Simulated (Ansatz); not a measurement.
## Rh: energy along a strain

Rh, Fm-3m, a = 3.830 Å. Ansatz: PBE, PAW, 420 eV, Γ-centred 26×26×26 mesh on 1 atom, Gaussian smearing 0.15 eV; no spin polarisation. Cell vectors (Å): 0.000 1.915 1.915; 1.915 0.000 1.915; 1.915 1.915 0.000. The cell is strained by x per cent times the pattern (1 0 0 0 0 0) in the order xx yy zz yz xz xy (engineering shears), with fractional coordinates held. y is the free energy over the start, V0 = 14.045 Å³/atom. Points with a strain past 8.5 % were computed too (3) and aren't used here.

| x (%) | y (meV/atom) |
| --- | --- |
| -7.50 | ? |
| -5.00 | 50.52 |
| -2.50 | 12.08 |
| 0.00 | 0.00 |
| 2.50 | 10.44 |
| 5.00 | 39.88 |
| 7.50 | 85.03 |

**Question.** Fit y = c2 x² + c3 x³ to the other rows, get the stiffness along the pattern, and predict the missing energy.

**Answer.** Least squares on the rows shown. y = 1.8141 x² − 0.040686 x³. The clamped-ion stiffness p·C·p = 2 × 18.14 eV × 160.2 / 14.045 Å³ = 414 GPa, which is C11 in these axes. At x = -7.50 the fit asked for gives 119.21 meV/atom. The run gave 119.37 meV/atom, so the fit is 0.16 meV/atom too low, within the rms miss on the fitted rows (0.23 meV/atom).